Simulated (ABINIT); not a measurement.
CdO (Monteponite): equation of state with PBE

CdO (Monteponite):

```
Cd O
1.0
     0.00000    2.34950    2.34950
     2.34950    0.00000    2.34950
     2.34950    2.34950    0.00000
Cd O
1 1
Direct
  0.00000 0.00000 0.00000
  0.50000 0.50000 0.50000
```

```
Program             : ABINIT 10.8.3 (patched build)
Task                : equation of state
Functional          : PBE
Potentials or basis : PseudoDojo NC SR PBE v0.4.1 standard
Cutoff              : 1442 eV
k mesh              : 10 × 10 × 10
Occupations         : fermi-dirac, width 0.05 eV
Spin                : no spin polarisation
```

| Property | Result |
| --- | --- |
| Equilibrium volume | 13.55 Å³/atom |
| Bulk modulus | 126 GPa |
| Pressure derivative of the bulk modulus | 4.8 |

Energy against volume, from the lowest point:
```
volume (Å³/atom)  energy (meV/atom)
          12.191              65.00
          12.451              40.76
          12.710              22.77
          12.970              10.36
          13.229               2.94
          13.488               0.00
          13.748               1.06
```

Run time: 9.5 min on 1 thread of Arm Neoverse V2, with other jobs on the host, peak memory 0.15 GiB.

Caveat: pressures at fixed basis lie under the slope of the energies. Zero-point motion and thermal expansion aren't in these numbers.
